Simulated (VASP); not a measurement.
# Co (P6_3/mmc) in VASP: relaxation of cell and atoms with LDA

Aim: the relaxation of cell and atoms of Co with LDA.

All numbers are computed with VASP 6.6.1; they aren't measurements. Logs are shortened: lines on timing, memory, paths and dates and some standing lists are left out, and cuts for length are marked.

### 1 The structure

The structure is hexagonal, space group P6_3/mmc (No. 194). Conventional cell: a = 2.500 Å, b = 2.500 Å, c = 4.060 Å, α = 90.00°, β = 90.00°, γ = 120.00°. Co (site symmetry -6m2) has 12 Co at 2.49 to 2.50 Å as nearest neighbours.

The cell was built by a generator and needn't be a form met in nature.

### 2 Relaxation of cell and atoms, LDA, collinear spin, ferromagnetic start

The input, INCAR:

```
SYSTEM = Co
ALGO     = Fast           ! electronic algorithm
EDIFF    = 1E-6           ! SCF threshold, eV
EDIFFG   = -0.01          ! ionic threshold
ENCUT    = 600            ! plane-wave cutoff, eV
IBRION   = 2              ! ionic algorithm
ISIF     = 3              ! what is computed and relaxed
ISMEAR   = 1              ! smearing method
ISPIN    = 2              ! spin polarisation
LASPH    = .True.         ! aspherical terms in the spheres
LCHARG   = .False.        ! write CHGCAR
LMAXMIX  = 4              ! l up to which the mixer works
LORBIT   = 11             ! projections on sites
LREAL    = .False.        ! projectors in reciprocal space
LWAVE    = .False.        ! write WAVECAR
MAGMOM   = 1.8 1.8        ! initial moments
NELM     = 100            ! most SCF steps
NSW      = 60             ! ionic steps
PREC     = Accurate       ! precision mode
SIGMA    = 0.15           ! smearing width, eV
```

The input, KPOINTS:

```
k-points
0
Gamma
  18 18 10
  0 0 0
```

The input, POSCAR:

```
Co
1.0
    2.5000000000      0.0000000000      0.0000000000
   -1.2500000000      2.1650635100      0.0000000000
    0.0000000000      0.0000000000      4.0600000000
Co
2
Direct
    0.3333333333      0.6666666667      0.2500000000
    0.6666666667      0.3333333333      0.7500000000
```

Potentials or basis: VASP PAW LDA potentials, release 64 (Co).

Started as:

```sh
cat potpaw_LDA.64/Co/POTCAR > POTCAR
mpirun -np 1 vasp_std > vasp.out
```

OUTCAR:

```text
SYSTEM = Co
   EDIFF = 1E-6
   EDIFFG = -0.01
   ENCUT = 600
   IBRION = 2
   ISIF = 3
   ISMEAR = 1
   ISPIN = 2
   LASPH = .True.
   LORBIT = 11
   LREAL = .False.
   NELM = 100
   NSW = 60
   PREC = Accurate

 ion  position               nearest neighbor table
   1  0.333  0.667  0.250-   2 2.49   2 2.49   2 2.49   2 2.49   2 2.49   2 2.49
   2  0.667  0.333  0.750-   1 2.49   1 2.49   1 2.49   1 2.49   1 2.49   1 2.49

  LATTYP: Found a hexagonal cell.
 ALAT       =     2.5000000000
 C/A-ratio  =     1.6240000000

  Lattice vectors:

 A1 = (   2.5000000000,   0.0000000000,   0.0000000000)
 A2 = (  -1.2500000000,   2.1650635100,   0.0000000000)
 A3 = (   0.0000000000,   0.0000000000,   4.0600000000)

Analysis of symmetry for initial positions (statically):
=====================================================================
 Subroutine PRICEL returns:
 Original cell was already a primitive cell.

 Routine SETGRP: Setting up the symmetry group for a
 hexagonal supercell.

 Subroutine GETGRP returns: Found 24 space group operations
 (whereof 12 operations were pure point group operations)
 out of a pool of 24 trial point group operations.

The static configuration has the point symmetry D_3d.
 The point group associated with its full space group is D_6h.

Analysis of symmetry for dynamics (positions and initial velocities):
=====================================================================
 Subroutine PRICEL returns:
 Original cell was already a primitive cell.

 Routine SETGRP: Setting up the symmetry group for a
 hexagonal supercell.

 Subroutine GETGRP returns: Found 24 space group operations
 (whereof 12 operations were pure point group operations)
 out of a pool of 24 trial point group operations.

The dynamic configuration has the point symmetry D_3d.
 The point group associated with its full space group is D_6h.

Analysis of structural, dynamic, and magnetic symmetry:
=====================================================================
 Subroutine PRICEL returns:
 Original cell was already a primitive cell.

 Routine SETGRP: Setting up the symmetry group for a
 hexagonal supercell.

 Subroutine GETGRP returns: Found 24 space group operations
 (whereof 12 operations were pure point group operations)
 out of a pool of 24 trial point group operations.

The overall configuration has the point symmetry D_3d.
 The point group associated with its full space group is D_6h.

 Subroutine INISYM returns: Found 24 space group operations
 (whereof 12 operations are pure point group operations),
 and found     1 'primitive' translations

----------------------------------------------------------------------------------------

                                     Primitive cell

  volume of cell :      21.9754

  direct lattice vectors                    reciprocal lattice vectors
     2.500000000  0.000000000  0.000000000     0.400000000  0.230940108  0.000000000
    -1.250000000  2.165063510  0.000000000     0.000000000  0.461880215  0.000000000
     0.000000000  0.000000000  4.060000000     0.000000000  0.000000000  0.246305419

  length of vectors
     2.500000000  2.500000000  4.060000000     0.461880215  0.461880215  0.246305419

  position of ions in fractional coordinates (direct lattice)
     0.333333333  0.666666667  0.250000000
     0.666666667  0.333333333  0.750000000

  ion indices of the primitive-cell ions
   primitive index   ion index
                 1           1
                 2           2

----------------------------------------------------------------------------------------

 KPOINTS: k-points

Automatic generation of k-mesh.
 Grid dimensions read from file:
 generate k-points for:   18   18   10

 Generating k-lattice:

  Cartesian coordinates                     Fractional coordinates (reciprocal lattice)
     0.022222222  0.012830006  0.000000000     0.055555556  0.000000000  0.000000000
     0.000000000  0.025660012  0.000000000     0.000000000  0.055555556  0.000000000
     0.000000000  0.000000000  0.024630542     0.000000000  0.000000000  0.100000000

  Length of vectors
     0.025660012  0.025660012  0.024630542

  Shift w.r.t. Gamma in fractional coordinates (k-lattice)
     0.000000000  0.000000000  0.000000000

 Subroutine IBZKPT returns following result:
 ===========================================

 Found    222 irreducible k-points:

 Following reciprocal coordinates:
            Coordinates               Weight
  0.000000  0.000000  0.000000      1.000000
  0.055556  0.000000  0.000000      6.000000
  0.111111  0.000000  0.000000      6.000000
  0.166667  0.000000  0.000000      6.000000
  0.222222  0.000000  0.000000      6.000000
  0.277778  0.000000  0.000000      6.000000
[... 16 lines left out ...]
  0.333333  0.111111  0.000000     12.000000
  0.388889  0.111111  0.000000     12.000000
 [... further k-points ...]
   k-points           NKPTS =    222   k-points in BZ     NKDIM =    222   number of bands    NBANDS=     15
   number of dos      NEDOS =    301   number of ions     NIONS =      2
   total plane-waves  NPLWV =  12800
   dimension x,y,z NGX =    20 NGY =   20 NGZ =   32
   dimension x,y,z NGXF=    40 NGYF=   40 NGZF=   64
   ions per type =               2
   NGX,Y,Z   is equivalent  to a cutoff of  13.30, 13.30, 13.10 a.u.
   NGXF,Y,Z  is equivalent  to a cutoff of  26.60, 26.60, 26.21 a.u.
 SYSTEM =  Co
   PREC   = accura    normal or accurate (medium, high low for compatibility)
   ISTART =      0    job   : 0-new  1-cont  2-samecut
   ICHARG =      2    charge: 1-file 2-atom 10-const
   ISPIN  =      2    spin polarized calculation?
   LNONCOLLINEAR =      F non collinear calculations
   LSORBIT =      F    spin-orbit coupling
   LASPH  =      T    aspherical Exc in radial PAW
   ENCUT  =  600.0 eV  44.10 Ry    6.64 a.u.   4.99  4.99  8.11*2*pi/ulx,y,z
   NELM   =    100;   NELMIN=  2; NELMDL= -5     # of ELM steps
   EDIFF  = 0.1E-05   stopping-criterion for ELM
   LREAL  =      F    real-space projection
   EDIFFG = -.1E-01   stopping-criterion for IOM
   NSW    =     60    number of steps for IOM
   IBRION =      2    ionic relax: 0-MD 1-quasi-New 2-CG
   NFREE  =      1    steps in history (QN), initial steepest desc. (CG)
   ISIF   =      3    stress and relaxation
   ISYM   =      2    0-nonsym 1-usesym 2-fastsym
   POTIM  = 0.5000    time-step for ionic-motion
   TEBEG  =    0.0;   TEEND  =   0.0 temperature during run
   PSTRESS=    0.0 pullay stress
   NELECT =      18.0000    total number of electrons
   NUPDOWN=      -1.0000    fix difference up-down
   EMIN   =  10.00;   EMAX   =-10.00  energy-range for DOS
   EFERMI =   0.00;   METHOD = LEGACY
   ISMEAR =     1;   SIGMA  =   0.15  broadening in eV -4-tet -1-fermi 0-gaus
   EFERMI_NEDOS =   21; number of points for ismear=-14 and -15
   IALGO  =     68    algorithm
   IMIX   =      4    mixing-type and parameters
     AMIX     =   0.40;   BMIX     =  1.00
     AMIX_MAG =   1.60;   BMIX_MAG =  1.00
  volume/ion in A,a.u.               =      10.99        74.15
  Fermi-wavevector in a.u.,A,eV,Ry     =   1.531746  2.894580 31.922615  2.346246
  Thomas-Fermi vector in A             =   2.639048
   LORBIT       =     11    0 simple, 1 ext, 2 COOP (PROOUT), +10 PAW based schemes
   GGA     = CA    functional components
   LHFCALC =     F    Hartree Fock is set to
   AEXX    =    0.0000 exact exchange contribution
   IVDW    =     0    specifies the selected vdW correction
   LEPSILON=     F    determine dielectric tensor
   LRPA    =     F    only Hartree local field effects (RPA)
 conjugate gradient relaxation of ions
 spin polarized calculation
 RMM-DIIS sequential band-by-band and
 Methfessel and Paxton  Order N= 1 SIGMA  =   0.15
  energy-cutoff  :      600.00
  volume of cell :       21.98
 maximum number of plane-waves:       762
 NGX is ok and might be reduce to    20
   NGX =  9   NGY =  9   NGZ = 17

--------------------------------------- Ionic step        1  -------------------------------------------

 number of electron      17.9999996 magnetization       3.1343486

 Free energy of the ion-electron system (eV)
  ---------------------------------------------------
  ext. energy  EPLUGINS =         0.00000000
  ---------------------------------------------------
  free energy    TOTEN  =       -16.10464510 eV

  energy without entropy =      -16.10408873  energy(sigma->0) =      -16.10445965

 E-fermi :   9.7069     XC(G=0): -13.6636

 val. band max:        9.7059666366   @ k =   0.2222   0.0556   0.2000
 cond. band min:       9.7076132803   @ k =   0.2222   0.1667   0.4000
 fundamental gap:      0.0016466436
 Fermi energy:         9.7069223311

 spin component 1

 k-point     1 :       0.0000    0.0000    0.0000
  band No.  band energies     occupation
      1       0.8944      1.00000
      2       4.7257      1.00000
      3       7.2543      1.00000
      4       7.3048      1.00000
      5       7.3048      1.00000
      6       7.6106      1.00000
      7       7.6106      1.00000
      8       7.9793      1.00000
      9       7.9793      1.00000
     10       9.0625      1.00000
     11       9.0625      1.00000
     12       9.6157      0.92371
     13      15.9859      0.00000
     14      31.6838      0.00000
     15      34.1311      0.00000
[... 1124 lines left out ...]
 POSITION                                       TOTAL-FORCE (eV/Angst)
 -----------------------------------------------------------------------------------
     -0.00000      1.40117      0.97887        -0.000000     -0.000000      0.000000
      1.21345      0.70059      2.93662         0.000000      0.000000      0.000000
 -----------------------------------------------------------------------------------
    total drift:                                0.000000      0.000000     -0.000000

  FREE ENERGIE OF THE ION-ELECTRON SYSTEM (eV)
  ---------------------------------------------------
  free  energy   TOTEN  =       -16.2506537387 eV

  energy  without entropy=      -16.2517203428  energy(sigma->0) =      -16.25100927

--------------------------------------- Ionic step        9  -------------------------------------------

 number of electron      18.0000005 magnetization       3.0154504

 Free energy of the ion-electron system (eV)
  ---------------------------------------------------
  ext. energy  EPLUGINS =         0.00000000
  ---------------------------------------------------
  free energy    TOTEN  =       -16.25067513 eV

  energy without entropy =      -16.25181548  energy(sigma->0) =      -16.25105525

 E-fermi :  11.1324     XC(G=0): -14.2403

 val. band max:       11.1261025463   @ k =   0.2778   0.1667   0.4000
 cond. band min:      11.1327739361   @ k =   0.1667   0.0556   0.2000
 fundamental gap:      0.0066713897
 Fermi energy:        11.1323527523

 spin component 1

 k-point     1 :       0.0000    0.0000    0.0000
  band No.  band energies     occupation
      1       1.7587      1.00000
      2       5.6933      1.00000
      3       8.5875      1.00000
      4       8.5940      1.00000
      5       8.5940      1.00000
      6       8.9649      1.00000
      7       8.9649      1.00000
      8       9.3616      1.00000
      9       9.3616      1.00000
     10      10.6530      1.00003
     11      10.6530      1.00003
     12      11.0991      0.68238
     13      18.4497      0.00000
     14      33.8073      0.00000
     15      37.1293      0.00000
[... 872 lines left out ...]
 POSITION                                       TOTAL-FORCE (eV/Angst)
 -----------------------------------------------------------------------------------
     -0.00000      1.40103      0.97752        -0.000000      0.000000      0.000000
      1.21333      0.70052      2.93257         0.000000     -0.000000     -0.000000
 -----------------------------------------------------------------------------------
    total drift:                                0.000000      0.000000     -0.000000

  FREE ENERGIE OF THE ION-ELECTRON SYSTEM (eV)
  ---------------------------------------------------
  free  energy   TOTEN  =       -16.2506751317 eV

  energy  without entropy=      -16.2518154789  energy(sigma->0) =      -16.25105525

 reached required accuracy - stopping structural energy minimisation

 total charge

# of ion       s       p       d       tot
------------------------------------------
    1        0.525   0.593   7.341   8.460
    2        0.525   0.593   7.341   8.460
--------------------------------------------------
tot          1.050   1.186  14.683  16.919

 magnetization (x)

# of ion       s       p       d       tot
------------------------------------------
    1       -0.013  -0.039   1.553   1.500
    2       -0.013  -0.039   1.553   1.500
--------------------------------------------------
tot         -0.027  -0.078   3.105   3.000
```

It took 7.6 min on 1 thread of Intel Xeon Platinum 8488C (Sapphire Rapids), shared host; peak memory 0.26 GiB.

What came out:

- Free energy: -16.2507 eV
- Relaxed volume: 9.97 Å³/atom
- Relaxed cell: a = 2.427 Å, b = 2.427 Å, c = 3.910 Å, α = 90.00°, β = 90.00°, γ = 120.00°
- Space group after relaxing (to 0.05 Å): P6_3/mmc (No. 194)
- Energy gained by relaxing: 73.0 meV/atom
- Ionic steps: 9
- Pressure after relaxing: 0.0 GPa
- Band gap on the k mesh: none (metal or under the smearing width)
- Net moment: 3.02 μB per cell
- Site moments: Co +1.50 μB
- Valence electrons inside the program's atomic spheres: Co 8.46

The path:
```
step  energy change (eV)  largest force (eV/Å)  pressure (GPa)  volume (Å³)
   1              0.0000                0.0000          -21.05        21.98
   2              0.1097                0.0000           38.36        17.70
   3             -0.1454                0.0000           -1.14        20.03
   4             -0.1457                0.0000           -0.11        19.95
   5             -0.1456                0.0000            0.48        19.91
   6             -0.1460                0.0000           -0.46        19.99
   7             -0.1460                0.0000           -0.36        19.98
   8             -0.1460                0.0000           -0.25        19.97
   9             -0.1460                0.0000            0.01        19.94
```

Final structure:
```
Co
1.0
     2.42666    0.00000    0.00000
    -1.21333    2.10155    0.00000
     0.00000    0.00000    3.91009
Co
2
Direct
  0.33333 0.66667 0.25000
  0.66667 0.33333 0.75000
```
